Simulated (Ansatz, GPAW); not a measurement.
This is a calculation of Au (Gold) for GPAW 26.7.0 (ASE script). 

The input run.py:

```python
from ase import Atoms
from ase.dft.bandgap import bandgap
from ase.io import write
from ase.units import Bohr, GPa
from gpaw import GPAW, PW
from gpaw.elf import elf_from_dft_calculation

atoms = Atoms(['Au'],
              cell=[[0.0, 2.035, 2.035],
                    [2.035, 0.0, 2.035],
                    [2.035, 2.035, 0.0]],
              scaled_positions=[[0.0, 0.0, 0.0]],
              pbc=True)

calc = GPAW(mode=PW(600),
            xc='PBE',
            kpts={'size': (11, 11, 11), 'gamma': True},
            occupations={'name': 'methfessel-paxton', 'order': 0, 'width': 0.016},
            nbands=14,
            convergence={'density': 1e-05, 'energy': 1e-05},
            maxiter=150,
            txt='gpaw.txt')
atoms.calc = calc
energy = atoms.get_potential_energy()
forces = atoms.get_forces()
stress = atoms.get_stress()
calc.write('gs.gpw')
write('result.traj', atoms)
print(f'Energy: {energy:.6f} eV')
print('Forces (eV/A):')
print(forces.round(4))
print('Stress (GPa):', (stress / GPa).round(3))
print('Fermi level:', round(calc.get_fermi_level(), 4), 'eV')
print(f'Gap: {bandgap(calc)[0]:.4f} eV, direct: {bandgap(calc, direct=True)[0]:.4f} eV')

# fields on the real-space grid
write('density.cube', atoms, data=calc.get_pseudo_density() * Bohr**3)
write('potential.cube', atoms, data=calc.get_electrostatic_potential())
write('elf.cube', atoms, data=elf_from_dft_calculation(calc).data)
```

Potentials or basis: GPAW PAW data sets (gpaw-data 1.2.1), pw.

Run with:

```bash
$ OMP_NUM_THREADS=1 python run.py
```

**Question.** Set up the same calculation for Ansatz 0.2.0. Potentials or basis there: all-electron LAPW, scalar-relativistic.

**Answer.** As run (cutoffs and basis follow the program's own potentials, and thresholds, step limits or extra output files can differ):

The input input.yaml:

```yaml
crystal:
  lattice:
    - [0.0, 2.035, 2.035]
    - [2.035, 0.0, 2.035]
    - [2.035, 2.035, 0.0]
  atoms:
    - { symbol: Au, position: [0.0, 0.0, 0.0] }
kpoints:
  mp_grid: { grid: [11, 11, 11] }
scf:
  occupations: { method: gaussian, width: 0.016 }
hamiltonian:
  xc: pbe
  pseudopotentials: { kind: all_electron, lapw: { basis_error: 0.001 } }
output:
  forces: true
  stress: true
  eigenvalues: true
```

Potentials or basis: all-electron LAPW, scalar-relativistic.

Run with:

```sh
$ ansatz run input.yaml --threads 1 --pin off --max-ram 3072MiB --backend cpu --events-out ev --progress --plain --runs-dir out
```

Both were run:

|  | GPAW | Ansatz |
| --- | --- | --- |
| Pressure | 13.4 GPa | 10.8 GPa |

Where Ansatz's input types no cutoff or centring, it takes its own default and a Γ-centred mesh.

The two runs disagree by more than potentials and bases usually give (in gap, levels, pressure or energy); the cause wasn't traced.

The cell lies far from this level's equilibrium.

Pressure is positive in compression.
